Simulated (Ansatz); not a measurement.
A (201) slab of TaN (P-6m2 (No. 187)), 10 planes, outer planes TaN (top) and TaN (bottom), with 20 atoms (Ta10N10) in a surface cell of A = 18.348 Å², as cut from the bulk:

```yaml
crystal:
  lattice:
    - [2.92399, 0.00000, 0.00000]
    - [-1.46199, 6.27508, 0.00000]
    - [0.00000, 0.00000, 25.61917]
  atoms:
    - { symbol: N, position: [0.79071, 0.58142, 0.29275] }
    - { symbol: Ta, position: [0.42250, 0.84499, 0.30029] }
    - { symbol: N, position: [0.58142, 0.16285, 0.33797] }
    - { symbol: Ta, position: [0.21321, 0.42642, 0.34550] }
    - { symbol: N, position: [0.37213, 0.74427, 0.38319] }
    - { symbol: Ta, position: [0.00392, 0.00784, 0.39072] }
    - { symbol: N, position: [0.16285, 0.32569, 0.42840] }
    - { symbol: Ta, position: [0.79463, 0.58926, 0.43594] }
    - { symbol: N, position: [0.95356, 0.90711, 0.47362] }
    - { symbol: Ta, position: [0.58534, 0.17068, 0.48116] }
    - { symbol: N, position: [0.74427, 0.48854, 0.51884] }
    - { symbol: Ta, position: [0.37605, 0.75211, 0.52638] }
    - { symbol: N, position: [0.53498, 0.06996, 0.56406] }
    - { symbol: Ta, position: [0.16676, 0.33353, 0.57160] }
    - { symbol: N, position: [0.32569, 0.65138, 0.60928] }
    - { symbol: Ta, position: [0.95748, 0.91495, 0.61681] }
    - { symbol: N, position: [0.11640, 0.23280, 0.65450] }
    - { symbol: Ta, position: [0.74819, 0.49637, 0.66203] }
    - { symbol: N, position: [0.90711, 0.81423, 0.69971] }
    - { symbol: Ta, position: [0.53890, 0.07780, 0.70725] }
```

The calculation used DFT PBEsol, scalar-relativistic, plane waves, PAW in Ansatz 0.2.0. Cutoff 420 eV; k points 12×6×1 on the computed 20-atom cell (Γ-centred); Gaussian smearing, width 0.10 eV; no spin polarisation. The cell repeats along c with a dipole correction in the vacuum.

Against the same 20 atoms in the bulk, the slab as cut lies 8.389 eV higher and the relaxed slab 7.465 eV higher.

(1) Work out the surface energy before and after relaxation.

(2) What is the ideal work of this cut, per area?

Results:

(1) The slab has two faces, so γ = (E_slab − N·E_bulk)/(2A), the mean of both. As cut: 8.389/(2 × 18.348) = 0.2286 eV/Å², and 1 eV/Å² = 16.02 J/m², so γ = 3.66 J/m². Relaxed: 7.465/(2 × 18.348) = 0.2034 eV/Å² = 3.26 J/m². Relaxation recovers 11 % of the cost of cutting.

(2) Griffith's ideal work is 2γ: 7.32 J/m² if the new faces stay rigid, 6.52 J/m² if they relax. One thickness was run, 10 planes, so γ can still shift with it.

The reference crystal is a form of TaN, which isn't its usual structure.